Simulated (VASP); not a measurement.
Calculation: vdW-DF2, VASP's PBE PAW potentials (set 64) (plane waves; VASP).

VASP input:

INCAR:
```
# general
SYSTEM  =Li2O
PREC    =Accurate
ENCUT   =520   # plane-wave cut-off (eV)
LREAL   =F   # projection in real space or not
LASPH   =T   # aspherical one-centre terms

# electronic loop
EDIFF   =1E-6   # SCF stop (eV)
NELM    =100
ALGO    =Normal   # blocked Davidson

# smearing
ISMEAR  =0   # Gaussian
SIGMA   =0.05   # width (eV)

# functional
GGA     =ML
LUSE_VDW=T
AGGAC   =0.0
ZAB_VDW =-1.8867

# ions
IBRION  =2   # conjugate gradients
NSW     =60
ISIF    =3   # ions, shape and volume
EDIFFG  =-0.02   # ionic stop

# output
LWAVE   =F
LCHARG  =F
```

KPOINTS:
```
K-points
0
Gamma
8 8 8
```

### POSCAR
```
Li2O
1.0
  0.0000000000   2.2999668349   2.2999668349
  2.2999668349   0.0000000000   2.2999668349
  2.2999668349   2.2999668349   0.0000000000
Li O
2 1
Cartesian
  1.1499834175   1.1499834175   1.1499834175
  3.4499502524   3.4499502524   3.4499502524
  0.0000000000   2.2999668349   2.2999668349
```

POTCAR, in this order: Li_sv O (PBE.64 set). Program: vasp_std.

Output of the run:

OSZICAR:
```
       N       E                     dE             d eps       ncg     rms          rms(c)
DAV:   1     0.430529368008E+02    0.43053E+02   -0.63168E+03   580   0.130E+03
DAV:   2    -0.900159700184E+01   -0.52055E+02   -0.49138E+02   686   0.233E+02
DAV:   3    -0.139447379439E+02   -0.49431E+01   -0.49260E+01  1040   0.615E+01
DAV:   4    -0.140633639414E+02   -0.11863E+00   -0.11835E+00   752   0.866E+00
DAV:   5    -0.140643697138E+02   -0.10058E-02   -0.10057E-02   874   0.724E-01    0.883E+00
DAV:   6    -0.117728673870E+02    0.22915E+01   -0.13426E+01   584   0.235E+01    0.308E+00
DAV:   7    -0.117506701103E+02    0.22197E-01   -0.34995E-01   658   0.510E+00    0.152E+00
DAV:   8    -0.117515298538E+02   -0.85974E-03   -0.11721E-01   626   0.394E+00    0.392E-01
DAV:   9    -0.117500617950E+02    0.14681E-02   -0.76943E-03   808   0.778E-01    0.127E-01
DAV:  10    -0.117513165225E+02   -0.12547E-02   -0.26660E-03   620   0.531E-01    0.147E-01
DAV:  11    -0.117510328373E+02    0.28369E-03   -0.46777E-04   706   0.234E-01    0.178E-02
DAV:  12    -0.117510414832E+02   -0.86459E-05   -0.29922E-05   646   0.583E-02    0.371E-03
DAV:  13    -0.117510417166E+02   -0.23340E-06   -0.39199E-06   638   0.207E-02
   1 F= -.11751042E+02 E0= -.11751042E+02  d E =-.117510E+02
       N       E                     dE             d eps       ncg     rms          rms(c)
DAV:   1    -0.117774353456E+02   -0.26394E-01   -0.39993E-01   580   0.608E+00    0.116E+00
DAV:   2    -0.117573956050E+02    0.20040E-01   -0.14892E-01   596   0.300E+00    0.363E-01
DAV:   3    -0.117559790226E+02    0.14166E-02   -0.53050E-03   650   0.621E-01    0.208E-01
DAV:   4    -0.117555700128E+02    0.40901E-03   -0.84445E-04  1010   0.234E-01    0.276E-02
DAV:   5    -0.117555644886E+02    0.55242E-05   -0.10195E-04   654   0.101E-01    0.833E-03
DAV:   6    -0.117555707716E+02   -0.62830E-05   -0.72199E-06   894   0.262E-02    0.658E-03
DAV:   7    -0.117555702467E+02    0.52484E-06   -0.53561E-07   360   0.915E-03
   2 F= -.11755570E+02 E0= -.11755570E+02  d E =-.452853E-02
       N       E                     dE             d eps       ncg     rms          rms(c)
DAV:   1    -0.117627490268E+02   -0.71783E-02   -0.11876E-01   580   0.331E+00    0.632E-01
DAV:   2    -0.117567756556E+02    0.59734E-02   -0.44850E-02   594   0.164E+00    0.199E-01
DAV:   3    -0.117563559686E+02    0.41969E-03   -0.16526E-03   644   0.342E-01    0.113E-01
DAV:   4    -0.117562357907E+02    0.12018E-03   -0.25080E-04  1002   0.128E-01    0.152E-02
DAV:   5    -0.117562334341E+02    0.23566E-05   -0.30704E-05   650   0.553E-02    0.461E-03
DAV:   6    -0.117562362829E+02   -0.28488E-05   -0.15349E-06   438   0.143E-02    0.314E-03
DAV:   7    -0.117562361969E+02    0.85972E-07   -0.46398E-07   328   0.872E-03
   3 F= -.11756236E+02 E0= -.11756236E+02  d E =-.519448E-02
```

OUTCAR:
```
------------------------ aborting loop because EDIFF is reached ----------------------------------------
  FORCE on cell =-STRESS in cart. coord.  units (eV):
  Direction    XX          YY          ZZ          XY          YZ          ZX
  --------------------------------------------------------------------------------------
  Total        0.0022837      0.0022837      0.0022837     -0.0000000      0.0000000      0.0000000
  in kB        0.1462631      0.1462631      0.1462631     -0.0000000      0.0000000      0.0000000
  external PRESSURE =       0.1462631 kB  Pullay stress =       0.0000000 kB
  volume of cell :       25.02
      direct lattice vectors                 reciprocal lattice vectors
     0.000000000  2.321267716  2.321267716    -0.215399541  0.215399541  0.215399541
     2.321267716  0.000000000  2.321267716     0.215399541 -0.215399541  0.215399541
     2.321267716  2.321267716  0.000000000     0.215399541  0.215399541 -0.215399541
 POSITION                                       TOTAL-FORCE (eV/Angst)
 -----------------------------------------------------------------------------------
      1.16063      1.16063      1.16063        -0.000000     -0.000000     -0.000000
      3.48190      3.48190      3.48190         0.000000      0.000000      0.000000
      0.00000      0.00000      0.00000        -0.000000      0.000000      0.000000
 -----------------------------------------------------------------------------------
    total drift:                               -0.000000      0.000000      0.000000
  FREE ENERGIE OF THE ION-ELECTRON SYSTEM (eV)
  ---------------------------------------------------
  free  energy   TOTEN  =       -11.7562361969 eV

  energy  without entropy=      -11.7562361969  energy(sigma->0) =      -11.75623620

 reached required accuracy - stopping structural energy minimisation
```
(Selected blocks of OUTCAR.)

### CONTCAR
```
Li2O
   1.00000000000000
     0.0000000000000000    2.3212677160523372    2.3212677160523372
     2.3212677160523372    0.0000000000000000    2.3212677160523372
     2.3212677160523372    2.3212677160523372    0.0000000000000000
  Li              O
     2     1
Direct
     0.2500000000000000    0.2500000000000000    0.2500000000000000
     0.7500000000000000    0.7500000000000000    0.7500000000000000
     0.0000000000000000    0.0000000000000000    0.0000000000000000
```

Energy and stress use the plane-wave basis of the starting cell.

The compound is Li2O in the antifluorite structure. This run relaxes it. Symmetry was kept, so distortions that lower it aren't found.
